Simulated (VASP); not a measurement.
The system is PtSe2 (Sudovikovite).

```
Pt Se
1.0
     3.72400    0.00000    0.00000
    -1.86200    3.22508    0.00000
     0.00000    0.00000    5.06200
Pt Se
1 2
Direct
  0.00000 0.00000 0.00000
  0.66667 0.33333 0.75000
  0.33333 0.66667 0.25000
```

| Item | Value |
| --- | --- |
| Program | VASP 6.6.1 |
| Task | relaxation of cell and atoms |
| Functional | PBE |
| Dispersion | D3(BJ) |
| Potentials or basis | VASP PAW PBE potentials, release 64 (Pt, Se) |
| Cutoff | 600 eV |
| k mesh | 8 × 8 × 4 |
| Occupations | fermi-dirac, width 0.05 eV |
| Spin | no spin polarisation |

At the start: pressure 3.5 GPa; volume 20.27 Å³/atom.

Problem. How do energy, volume and symmetry change on relaxing?

Solution. Over 21 steps the energy falls by 17.3 meV/atom and the volume is 19.71 Å³/atom (-2.7 %); space group P-3m1 (No. 164, to 0.05 Å).

The path:
```
step  energy change (eV)  largest force (eV/Å)  pressure (GPa)  volume (Å³)
   1              0.0000                0.5814            3.51        60.80
   2              0.0324                0.3959           -5.80        64.78
   3             -0.0231                0.1657           -0.51        62.30
   4             -0.0231                0.1726           -0.44        62.27
   5             -0.0275                0.1530           -0.40        61.94
   6             -0.0385                0.0949           -0.18        60.94
   7             -0.0478                0.0584            0.56        58.96
   8             -0.0490                0.1755           -0.62        59.08
   9             -0.0494                0.1382           -0.24        59.04
  10             -0.0512                0.0510            0.18        58.84
  11             -0.0514                0.0202            0.36        58.76
  12             -0.0514                0.0389           -0.28        59.07
  13             -0.0516                0.0314            0.01        58.93
  14             -0.0516                0.0308            0.01        58.93
  15             -0.0516                0.0328           -0.07        58.96
  16             -0.0516                0.0329           -0.02        58.94
  17             -0.0517                0.0139            0.03        58.97
  18             -0.0517                0.0064            0.09        59.00
  19             -0.0518                0.0035           -0.10        59.13
  20             -0.0518                0.0026           -0.08        59.12
  21             -0.0518                0.0026            0.00        59.13
```

Final structure:
```yaml
crystal:
  lattice:
    - [3.77405, 0.00000, 0.00000]
    - [-1.88703, 3.26843, 0.00000]
    - [0.00000, 0.00000, 4.79331]
  atoms:
    - { symbol: Pt, position: [0.00000, 0.00000, 0.00000] }
    - { symbol: Se, position: [0.66667, 0.33333, 0.73311] }
    - { symbol: Se, position: [0.33333, 0.66667, 0.26689] }
```

Caveat: pairwise dispersion overbinds metals, which lowers pressure and volume.
